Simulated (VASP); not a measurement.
# Al (Fm-3m) in VASP: notebook, part 2 of 2

VASP 6.6.1. Earlier steps stand in the parts before.

## (3) Band structure, LDA

This run uses another cell than the first one: it holds 1 atom, not 4.

File INCAR:

```
ALGO = Normal
EDIFF = 1E-7
ENCUT = 520
ISIF = 2
ISMEAR = -1
LASPH = T
LCHARG = F
LREAL = F
LWAVE = F
NELM = 100
PREC = Accurate
SIGMA = 0.05
```

File KPOINTS:

```
k-points
0
Gamma
  11 11 11
```

File POSCAR:

```
Al
1.0
    0.0000000000      2.0248050000      2.0248050000
    2.0248050000      0.0000000000      2.0248050000
    2.0248050000      2.0248050000      0.0000000000
Al
1
Direct
    0.0000000000      0.0000000000      0.0000000000
```

File KPOINTS_OPT:

```
path GXWKGLUWLK,UX
15
line-mode
reciprocal
 0.0000000000  0.0000000000  0.0000000000  G
 0.5000000000  0.0000000000  0.5000000000  X

 0.5000000000  0.0000000000  0.5000000000  X
 0.5000000000  0.2500000000  0.7500000000  W

 0.5000000000  0.2500000000  0.7500000000  W
 0.3750000000  0.3750000000  0.7500000000  K

 0.3750000000  0.3750000000  0.7500000000  K
 0.0000000000  0.0000000000  0.0000000000  G

 0.0000000000  0.0000000000  0.0000000000  G
 0.5000000000  0.5000000000  0.5000000000  L

 0.5000000000  0.5000000000  0.5000000000  L
 0.6250000000  0.2500000000  0.6250000000  U

 0.6250000000  0.2500000000  0.6250000000  U
 0.5000000000  0.2500000000  0.7500000000  W

 0.5000000000  0.2500000000  0.7500000000  W
 0.5000000000  0.5000000000  0.5000000000  L

 0.5000000000  0.5000000000  0.5000000000  L
 0.3750000000  0.3750000000  0.7500000000  K

 0.6250000000  0.2500000000  0.6250000000  U
 0.5000000000  0.0000000000  0.5000000000  X
```

Potentials or basis: VASP PAW LDA potentials, release 64 (Al).

On the command line:

```console
$ cat potpaw_LDA.64/Al/POTCAR > POTCAR
$ mpirun -np 1 vasp_std > vasp.out
```

OUTCAR:

```text
EDIFF = 1E-7
   ENCUT = 520
   ISIF = 2
   ISMEAR = -1
   LASPH = T
   LREAL = F
   NELM = 100
   PREC = Accurate

 ion  position               nearest neighbor table
   1  0.000  0.000  0.000-

  LATTYP: Found a face centered cubic cell.
 ALAT       =     4.0496100000

  Lattice vectors:

 A1 = (   0.0000000000,   2.0248050000,   2.0248050000)
 A2 = (   2.0248050000,   0.0000000000,   2.0248050000)
 A3 = (   2.0248050000,   2.0248050000,   0.0000000000)

Analysis of symmetry for initial positions (statically):
=====================================================================
 Subroutine PRICEL returns:
 Original cell was already a primitive cell.

 Routine SETGRP: Setting up the symmetry group for a
 face centered cubic supercell.

 Subroutine GETGRP returns: Found 48 space group operations
 (whereof 48 operations were pure point group operations)
 out of a pool of 48 trial point group operations.

The static configuration has the point symmetry O_h .

Analysis of symmetry for dynamics (positions and initial velocities):
=====================================================================
 Subroutine PRICEL returns:
 Original cell was already a primitive cell.

 Routine SETGRP: Setting up the symmetry group for a
 face centered cubic supercell.

 Subroutine GETGRP returns: Found 48 space group operations
 (whereof 48 operations were pure point group operations)
 out of a pool of 48 trial point group operations.

The dynamic configuration has the point symmetry O_h .

 Subroutine INISYM returns: Found 48 space group operations
 (whereof 48 operations are pure point group operations),
 and found     1 'primitive' translations

----------------------------------------------------------------------------------------

                                     Primitive cell

  volume of cell :      16.6027

[... 103 lines left out ...]
   IALGO  =     38    algorithm
   IMIX   =      4    mixing-type and parameters
     AMIX     =   0.40;   BMIX     =  1.00
     AMIX_MAG =   1.60;   BMIX_MAG =  1.00
  volume/ion in A,a.u.               =      16.60       112.04
  Fermi-wavevector in a.u.,A,eV,Ry     =   0.925526  1.748991 11.654733  0.856599
  Thomas-Fermi vector in A             =   2.051390
   LORBIT       =      0    0 simple, 1 ext, 2 COOP (PROOUT), +10 PAW based schemes
   GGA     = CA    functional components
   LHFCALC =     F    Hartree Fock is set to
   AEXX    =    0.0000 exact exchange contribution
   IVDW    =     0    specifies the selected vdW correction
   LEPSILON=     F    determine dielectric tensor
   LRPA    =     F    only Hartree local field effects (RPA)
 non-spin polarized calculation
  energy-cutoff  :      520.00
  volume of cell :       16.60
 maximum number of plane-waves:       459
 NGX is ok and might be reduce to    24

 number of electron       3.0000000 magnetization

 Free energy of the ion-electron system (eV)
  ---------------------------------------------------
  ext. energy  EPLUGINS =         0.00000000
  ---------------------------------------------------
  free energy    TOTEN  =        -4.19241936 eV

  energy without entropy =       -4.18838879  energy(sigma->0) =       -4.19040407

 E-fermi :   7.7419     XC(G=0): -10.3208

 val. band max:        7.5048342446   @ k =  -0.4545   0.4545   0.0909
 cond. band min:       7.7428667964   @ k =  -0.4545   0.3636   0.0000
 fundamental gap:      0.2380325518
 Fermi energy:         7.7419093498

 k-point     1 :       0.0000    0.0000    0.0000
  band No.  band energies     occupation
      1      -3.3306      2.00000
      2      20.2644      0.00000
      3      20.2644      0.00000
      4      20.2644      0.00000
      5      21.5366      0.00000
[... 177 lines left out ...]
 k-point    24 :      -0.1818    0.1818    0.0000
  band No.  band energies     occupation
      1      -0.9688      2.00000
      2      11.5405      0.00000
      3      12.9213      0.00000
      4      19.4194      0.00000
      5      21.4898      0.00000

 [... further k-points ...]

------------------------ aborting loop because EDIFF is reached ----------------------------------------

  FORCE on cell =-STRESS in cart. coord.  units (eV):
  Direction    XX          YY          ZZ          XY          YZ          ZX
  --------------------------------------------------------------------------------------
  -------------------------------------------------------------------------------------
  Total       -0.3739721     -0.3739721     -0.3739721     -0.0000000     -0.0000000     -0.0000000
  in kB      -36.0886137    -36.0886137    -36.0886137     -0.0000000     -0.0000000     -0.0000000
  external PRESSURE =     -36.0886137 kB  Pullay stress =       0.0000000 kB

 VOLUME and BASIS-vectors are now :
 -----------------------------------------------------------------------------
  energy-cutoff  :      520.00
  volume of cell :       16.60
      direct lattice vectors                 reciprocal lattice vectors
     0.000000000  2.024805000  2.024805000    -0.246937359  0.246937359  0.246937359
     2.024805000  0.000000000  2.024805000     0.246937359 -0.246937359  0.246937359
     2.024805000  2.024805000  0.000000000     0.246937359  0.246937359 -0.246937359

 POSITION                                       TOTAL-FORCE (eV/Angst)
 -----------------------------------------------------------------------------------
      0.00000      0.00000      0.00000         0.000000      0.000000      0.000000
 -----------------------------------------------------------------------------------
    total drift:                                0.000000     -0.000000      0.000000

  FREE ENERGIE OF THE ION-ELECTRON SYSTEM (eV)
  ---------------------------------------------------
  free  energy   TOTEN  =        -4.1924193613 eV

  energy  without entropy=       -4.1883887878  energy(sigma->0) =       -4.19040407
```

stdout:

```text
POSCAR found type information on POSCAR Al
 POSCAR found :  1 types and       1 ions
 scaLAPACK will be used
 LDA part: xc-table for (Slater(with rela. corr.)+CA(PZ))
 , standard interpolation
 POSCAR, INCAR and KPOINTS ok, starting setup
 FFT: planning ... GRIDC
 FFT: planning ... GRID_SOFT
 FFT: planning ... GRID
 WAVECAR not read
 entering main loop
 Start KPOINTS_OPT (optional k-point list driver)
k-point batch [1-56\150]
k-point batch [57-112\150]
k-point batch [113-150\150]
```

Wall time 4.6 s (1 thread of Intel Xeon 6975P-C (Granite Rapids), shared host); peak memory 0.12 GiB.

Results:

```yaml
Free_energy: -4.1924 eV
Pressure: -3.6 GPa
Band_gap_along_the_path: none (metal or under the smearing width)
```

Levels at the corners of the path, in eV from the Fermi level:
```
point  band 1  band 2  band 3  band 4  band 5
    Γ  -11.07   12.52   12.52   12.52   13.79
    X   -2.90   -1.63    5.28    5.49    5.49
    X   -2.90   -1.63    5.28    5.49    5.49
    W   -0.83   -0.83    0.21    0.95   15.68
    W   -0.83   -0.83    0.21    0.95   15.68
    K   -1.87   -1.34   -0.47    6.45    8.12
    K   -1.87   -1.34   -0.47    6.45    8.12
    Γ  -11.07   12.52   12.52   12.52   13.79
    Γ  -11.07   12.52   12.52   12.52   13.79
    L   -4.54   -4.40   11.15   11.15   11.39
    L   -4.54   -4.40   11.15   11.15   11.39
    U   -1.87   -1.34   -0.47    6.45    8.12
    U   -1.87   -1.34   -0.47    6.45    8.12
    W   -0.83   -0.83    0.21    0.95   15.68
    W   -0.83   -0.83    0.21    0.95   15.68
    L   -4.54   -4.40   11.15   11.15   11.39
    L   -4.54   -4.40   11.15   11.15   11.39
    K   -1.87   -1.34   -0.47    6.45    8.12
    U   -1.87   -1.34   -0.47    6.45    8.12
    X   -2.90   -1.63    5.28    5.49    5.49
```

## (4) Band structure, PBE

This run uses another cell than the first one: it holds 1 atom, not 4.

INCAR, as its differences from that of step 3:

```diff
@@ -3,2 +3,3 @@
 ENCUT = 520
+GGA = PE
 ISIF = 2
```

KPOINTS is that of step 3.

POSCAR is that of step 3.

KPOINTS_OPT is that of step 3.

Potentials or basis: VASP PAW PBE potentials, release 64 (Al).

On the command line:

```console
$ cat potpaw_PBE.64/Al/POTCAR > POTCAR
$ mpirun -np 1 vasp_std > vasp.out
```

It took 6.1 s on 1 thread of Intel Xeon 6975P-C (Granite Rapids), shared host; peak memory 0.13 GiB.

It converged, with:

```yaml
Free_energy: -3.7557 eV
Pressure: -0.5 GPa
Band_gap_along_the_path: none (metal or under the smearing width)
```

Levels at the corners of the path, in eV from the Fermi level:
```tsv
point	band 1	band 2	band 3	band 4	band 5
Γ	-11.10	12.57	12.57	12.57	14.02
X	-2.92	-1.61	5.24	5.55	5.55
X	-2.92	-1.61	5.24	5.55	5.55
W	-0.85	-0.85	0.17	1.06	15.76
W	-0.85	-0.85	0.17	1.06	15.76
K	-1.89	-1.36	-0.42	6.52	8.16
K	-1.89	-1.36	-0.42	6.52	8.16
Γ	-11.10	12.57	12.57	12.57	14.02
Γ	-11.10	12.57	12.57	12.57	14.02
L	-4.58	-4.38	11.33	11.33	11.42
L	-4.58	-4.38	11.33	11.33	11.42
U	-1.89	-1.36	-0.42	6.52	8.16
U	-1.89	-1.36	-0.42	6.52	8.16
W	-0.85	-0.85	0.17	1.06	15.76
W	-0.85	-0.85	0.17	1.06	15.76
L	-4.58	-4.38	11.33	11.33	11.42
L	-4.58	-4.38	11.33	11.33	11.42
K	-1.89	-1.36	-0.42	6.52	8.16
U	-1.89	-1.36	-0.42	6.52	8.16
X	-2.92	-1.61	5.24	5.55	5.55
```

## (5) Band structure, PBEsol

This run uses another cell than the first one: it holds 1 atom, not 4.

INCAR, as its differences from that of step 4:

```diff
@@ -3,3 +3,3 @@
 ENCUT = 520
-GGA = PE
+GGA = PS
 ISIF = 2
```

KPOINTS is that of step 4.

POSCAR is that of step 4.

KPOINTS_OPT is that of step 4.

On the command line:

```console
$ cat potpaw_PBE.64/Al/POTCAR > POTCAR
$ mpirun -np 1 vasp_std > vasp.out
```

Wall time 6.2 s (1 thread of Intel Xeon 6975P-C (Granite Rapids), shared host); peak memory 0.13 GiB.

Results (log left out):

| Quantity | Value |
| --- | --- |
| Free energy | -4.0995 eV |
| Pressure | -1.9 GPa |
| Band gap along the path | none (metal or under the smearing width) |

Levels at the corners of the path, in eV from the Fermi level:
```
point  band 1  band 2  band 3  band 4  band 5
    Γ  -11.10   12.55   12.55   12.55   14.00
    X   -2.91   -1.62    5.24    5.55    5.55
    X   -2.91   -1.62    5.24    5.55    5.55
    W   -0.85   -0.85    0.16    1.07   15.74
    W   -0.85   -0.85    0.16    1.07   15.74
    K   -1.88   -1.36   -0.42    6.51    8.15
    K   -1.88   -1.36   -0.42    6.51    8.15
    Γ  -11.10   12.55   12.55   12.55   14.00
    Γ  -11.10   12.55   12.55   12.55   14.00
    L   -4.58   -4.38   11.32   11.32   11.40
    L   -4.58   -4.38   11.32   11.32   11.40
    U   -1.88   -1.36   -0.42    6.51    8.15
    U   -1.88   -1.36   -0.42    6.51    8.15
    W   -0.85   -0.85    0.16    1.07   15.74
    W   -0.85   -0.85    0.16    1.07   15.74
    L   -4.58   -4.38   11.32   11.32   11.40
    L   -4.58   -4.38   11.32   11.32   11.40
    K   -1.88   -1.36   -0.42    6.51    8.15
    U   -1.88   -1.36   -0.42    6.51    8.15
    X   -2.91   -1.62    5.24    5.55    5.55
```

Caveat: the PAW data sets were made with another functional, which shifts forces and pressure a little.

## (6) The reference run

An earlier run on the cell as given: functional PBE; potentials or basis VASP PAW PBE potentials, release 64 (Al); cutoff 520 eV; k mesh 11 × 11 × 11; occupations fermi-dirac, width 0.05 eV; no spin polarisation.

- Pressure: -0.5 GPa
- Band gap on the k mesh: none (metal or under the smearing width)

## (7) The runs side by side

| task | level | potentials or basis | k mesh | smearing | gap on the mesh (eV) | pressure (GPa) |
| --- | --- | --- | --- | --- | --- | --- |
| optical spectrum | LDA | VASP PAW LDA potentials, release 64 (Al) | 7 × 7 × 7 | fermi-dirac 0.1 eV | none | -3.5 |
| band structure | LDA | VASP PAW LDA potentials, release 64 (Al) | 11 × 11 × 11 | fermi-dirac 0.05 eV | - | -3.6 |
| band structure | PBE | VASP PAW PBE potentials, release 64 (Al) | 11 × 11 × 11 | fermi-dirac 0.05 eV | - | -0.5 |
| band structure | PBEsol | VASP PAW PBE potentials, release 64 (Al) | 11 × 11 × 11 | fermi-dirac 0.05 eV | - | -1.9 |
| single point | PBE | VASP PAW PBE potentials, release 64 (Al) | 11 × 11 × 11 | fermi-dirac 0.05 eV | none | -0.5 |

Alike in all rows: no spin polarisation; cell as given; cutoff (eV) 520.

Caveats: spectra need much finer meshes, so this one isn't converged (some runs); independent-particle spectra lack excitons (some runs); the intraband (Drude) part of a metal's response may be missing (some runs); the PAW data sets were made with another functional, which shifts forces and pressure a little (some runs).

Total energies depend on the potentials used, so only differences within one code and one set of settings carry meaning.
